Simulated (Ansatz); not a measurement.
## Elastic constants of AlCu3: input and output

Theory: DFT PBEsol, scalar-relativistic, plane waves, PAW in Ansatz.

Launched with:
```bash
ansatz run input.yaml --threads 1 --pin off --max-ram 3072MiB --backend cpu --events-out ev --progress --plain --runs-dir out
```

Input (bare energies are in eV):
```yaml
crystal:
  lattice:
    - [0.0, 2.8840620843, 2.8840620843]
    - [2.8840620843, 0.0, 2.8840620843]
    - [2.8840620843, 2.8840620843, 0.0]
  atoms:
    - { symbol: Al, position: [0.0, 0.0, 0.0] }
    - { symbol: Cu, position: [0.5, 0.5, 0.5] }
    - { symbol: Cu, position: [0.25, 0.25, 0.25] }
    - { symbol: Cu, position: [0.75, 0.75, 0.75] }
basis:
  ecutwfc: 420
kpoints:
  mp_grid: { grid: [12, 12, 12] }
hamiltonian:
  xc: pbesol
scf:
  occupations: { method: fermi_dirac, width: 0.15 }
output:
  forces: true
  stress: true
  eigenvalues: true
elastic:
  mode: clamped_ion
  amplitude: 0.005
  stencil: two_point
```

From the output:
```
--- Elastic constants: 2 strain directions × 2 members + reference (group order 48) ---
  dense FFT box of the reference and of every strained cell: 30×30×30
  strains applied: 11, 23; error gains: componentwise 1.00 (the most a stress slope's error grows in a printed constant), spectral 1.73 (1 for all six strains in a standard setting)
  C = ∂σ_k/∂η_j (tension-positive GPa; Voigt order 11 22 33 23 13 12):
       155.584    149.009    149.009      0.000      0.000     -0.000
       149.009    155.584    149.009     -0.000      0.000      0.000
       149.009    149.009    155.584      0.000     -0.000     -0.000
         0.000      0.000      0.000    118.147     -0.000      0.000
         0.000      0.000     -0.000     -0.000    118.147      0.000
         0.000     -0.000     -0.000     -0.000     -0.000    118.147
  reference stress σ⁰ (GPa):     -0.001     -0.001     -0.001      0.000      0.000     -0.000
  C* (energy form; C + prestress term) asymmetry max|C*_kj − C*_jk| = 5.684e-14 GPa — a small one proves nothing (zero by symmetry where the batch's group is 432, −43m or m−3m); a large one is finite-difference/SCF noise where every solve ...
  moduli (Voigt/Reuss/Hill, GPa): K = 151.20/151.20/151.20   G = 72.20/7.89/40.05   E = 110.39   ν = 0.378
  mechanically stable: yes (min eigenvalue of sym C = 6.57 GPa)
  strain η (Voigt 11):  stress-route row diagonal C_11 = 155.58 GPa, energy-path curvature d²(F+E_count+ΔE)/dδ²/Ω₀ = 155.53 GPa
         δ    σ_11 (GPa) F (eV) n_scf n_hpsi n_pw
    -5.000e-3      -0.7948      -20291.6175423      11  126849    948
     5.000e-3       0.7610      -20291.6175469       9  108255    960
  strain η (Voigt 23):  stress-route row diagonal C_44 = 118.15 GPa, energy-path curvature d²(F+E_count+ΔE)/dδ²/Ω₀ = 118.12 GPa
         δ    σ_23 (GPa) F (eV) n_scf n_hpsi n_pw
    -5.000e-3      -0.5907      -20291.6176881      10  202371    953
     5.000e-3       0.5907      -20291.6176881       9  170991    953
```

It took 2.3 min on 1 thread of Intel(R) Xeon(R) Platinum 8259CL CPU @ 2.50GHz (Skylake/Cascade Lake), on a shared host, peak memory 0.71 GiB.

In a metal, frequencies and elastic constants depend on the k mesh and the smearing, soft modes and shear constants most.

The least eigenvalue is 6.6 GPa; in a metal on this mesh the verdict on stability isn't firm within about 20 GPa or a tenth of the bulk modulus.

Clamped-ion constants are upper bounds: once the atoms relax, a strain can turn out softer or unstable.